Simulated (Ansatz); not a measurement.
**Structures of NiGe: which is lowest?**

Plane-wave DFT in Ansatz with scalar-relativistic PAW potentials, cutoff 420 eV, Γ-centred meshes chosen by cell and gap, Gaussian smearing with energies taken to zero width. Every cell was relaxed (cell and atoms) in a run of its own, within the symmetry of its start. Functional: PBEsol.

Relaxed structures (starts from databases or built by putting these elements on another compound's sites):
A. Pm-3m, 2 atoms in the computed cell, a = 2.929 Å; sites (symmetry × multiplicity) Ge m-3m × 1, Ni m-3m × 1; start: built
B. Pnma, 8 atoms in the computed cell, a = 5.311 Å, b = 3.440 Å, c = 5.739 Å; sites (symmetry × multiplicity) Ni .m. × 4, Ge .m. × 4; start: database
C. P6_3/mmc, 4 atoms in the computed cell, a = 3.597 Å, c = 4.857 Å; sites (symmetry × multiplicity) Ge -6m2 × 2, Ni -3m. × 2; start: built

Task: Rank them by energy. Could pressure change the order?

Result:
```csv
structure,group,E − E(lowest) (meV/atom),V (Å³/atom),gap on mesh (eV)
B,Pnma,0.0,13.11,0.00
C,P6_3/mmc,38,13.61,0.00
A,Pm-3m,251,12.56,0.00
```

B is lowest, 38 meV/atom under C. A is denser by 0.55 Å³/atom, so pressure favours it: ΔE/ΔV, with ΔE in eV and 1 eV/Å³ = 160.2 GPa, gives about 73 GPa for equal enthalpy if both cells were rigid; at such pressures compression changes ΔV much, so this is a scale only. Other structures may lie lower than all of these, and vibrations aren't counted.

Spin polarisation was left out, and a magnetic state may lie lower.